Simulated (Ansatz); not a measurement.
# WSe in Ansatz: the effect of functional

The system is WSe, a slab with vacuum.

```xyz
4
Lattice="3.3179 0.0000 0.0000 -1.6590 2.8734 0.0000 0.0000 0.0000 31.6581" Properties=species:S:1:pos:R:3 pbc="T T T"
W     0.0000    0.0000    7.5000
Se    0.0000    1.9156    9.1623
Se    0.0000    1.9156   22.4959
W     0.0000    0.0000   24.1581
```

Alike in all runs:

```yaml
Program: Ansatz 0.2.0
Task: single point
Potentials_or_basis: all-electron LAPW, scalar-relativistic
Basis_error_allowed: 0.002 eV/atom
k_mesh: 9 × 9 × 1
Occupations: fermi-dirac, width 0.05 eV
Spin: no spin polarisation
```

| functional | cutoff | largest force (eV/Å) | work function (eV) |
| --- | --- | --- | --- |
| PBE | 285 eV (chosen from the basis error) | ? | ? |
| LDA | 286 eV (chosen from the basis error) | 1.13 | 4.86 |
| PBEsol | 286 eV (chosen from the basis error) | 0.84 | 4.68 |

What does the run with functional PBE give?

Largest force 0.43 eV/Å; work function 4.60 eV.
